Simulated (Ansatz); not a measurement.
# Rh: phonons and Grüneisen parameters

Aim: phonons by finite displacements on a 4×4×4 mesh of wavevectors, at three volumes, and the mode Grüneisen parameters. Runs: cell and atoms relaxed (PAW); reference run (PAW); volume scaled by 0.985 (PAW); volume scaled by 1.015 (PAW); mode Grüneisen parameters (PAW).

The COD entry's cell or inner coordinates are ideal or old and differ from later refinements, so a difference from it is no clean test against experiment.

Program: Ansatz 0.2.0. Level of theory: DFT LDA, frozen-core PAW, scalar-relativistic unless said. These are calculated values, not measurements.

1 further run of the same task is left out (it didn't finish).

### 1 The system as given

Symmetry: Fm-3m, No. 225, cubic system. The conventional cell has a = 3.796 Å, b = 3.796 Å, c = 3.796 Å, α = 90.00°, β = 90.00°, γ = 90.00°. Rh (site symmetry m-3m) is surrounded by 12 Rh at 2.68 Å.

As a file:

```xyz
1
Lattice="0.0000 1.8979 1.8979 1.8979 0.0000 1.8979 1.8979 1.8979 0.0000" Properties=species:S:1:pos:R:3 pbc="T T T"
Rh    0.0000    0.0000    0.0000
```

Cartesian axes are those of the input's lattice vectors. The structure goes back to a database entry.

### 2 Cell and atoms relaxed, PAW

input.yaml reads:

```yaml
crystal:
  lattice:
    - [0.0, 1.89785, 1.89785]
    - [1.89785, 0.0, 1.89785]
    - [1.89785, 1.89785, 0.0]
  atoms:
    - { symbol: Rh, position: [0.0, 0.0, 0.0] }
kpoints:
  mp_grid: { grid: [20, 20, 20] }
scf:
  occupations: { method: fermi_dirac, width: 0.08 }
hamiltonian:
  xc: lda
  pseudopotentials: { kind: paw }
relax:
  f_tol: 0.002
  max_steps: 80
  cell: {}
output:
  forces: true
  stress: true
```

Command:

```sh
$ ansatz run input.yaml --threads 2 --pin off --max-ram 10240MiB --backend cpu --events-out ev --progress --plain --runs-dir out
```

### 3 Reference run, PAW

input.yaml reads:

```yaml
crystal:
  lattice:
    - [0.0, 1.87733536168, 1.87733536168]
    - [1.87733536168, 0.0, 1.87733536168]
    - [1.87733536168, 1.87733536168, 0.0]
  atoms:
    - { symbol: Rh, position: [0.0, 0.0, 0.0] }
kpoints:
  mp_grid: { grid: [20, 20, 20] }
scf:
  occupations: { method: fermi_dirac, width: 0.08 }
hamiltonian:
  xc: lda
  pseudopotentials: { kind: paw }
phonons:
  qmesh: [4, 4, 4]
  qpath:
    path:
      - [0.0, 0.0, 0.0]
      - [0.5, 0.0, 0.5]
      - [0.625, 0.25, 0.625]
      - [0.375, 0.375, 0.75]
      - [0.0, 0.0, 0.0]
      - [0.5, 0.5, 0.5]
      - [0.5, 0.25, 0.75]
      - [0.5, 0.0, 0.5]
    npoints: 6
  temperatures: { t_min: 0, t_max: 1000, t_step: 100 }
```

### 4 Volume scaled by 0.985, PAW

Edit input.yaml of step 3 so:

```diff
@@ -2,5 +2,5 @@
   lattice:
-    - [0.0, 1.87733536168, 1.87733536168]
-    - [1.87733536168, 0.0, 1.87733536168]
-    - [1.87733536168, 1.87733536168, 0.0]
+    - [0.0, 1.86790135642, 1.86790135642]
+    - [1.86790135642, 0.0, 1.86790135642]
+    - [1.86790135642, 1.86790135642, 0.0]
   atoms:
```

### 5 Volume scaled by 1.015, PAW

Edit input.yaml of step 4 so:

```diff
@@ -2,5 +2,5 @@
   lattice:
-    - [0.0, 1.86790135642, 1.86790135642]
-    - [1.86790135642, 0.0, 1.86790135642]
-    - [1.86790135642, 1.86790135642, 0.0]
+    - [0.0, 1.88667549234, 1.88667549234]
+    - [1.88667549234, 0.0, 1.88667549234]
+    - [1.88667549234, 1.88667549234, 0.0]
   atoms:
```

(Steps that only read results are left out.)

**Question.** What will these runs give? Wanted: highest mode on the mesh, without the LO shift.

As calculated:

| quantity | value |
| --- | --- |
| highest mode on the mesh, without the LO shift (PAW) | 256 cm⁻¹ |
| mean Grüneisen parameter at 300 K (PAW) | 2.31 |

In words: No mode on the mesh is unstable; the highest lies at 256 cm⁻¹ by PAW. Weighted by heat capacity at 300 K the mean Grüneisen parameter of the sampled modes is 2.31, which points to expansion on heating. Each set of modes is computed in the harmonic approximation. Cautions: frozen-core PAW files fitted under PBE, their cores solved anew for the functional of the run; responses of metals move with mesh and smearing.
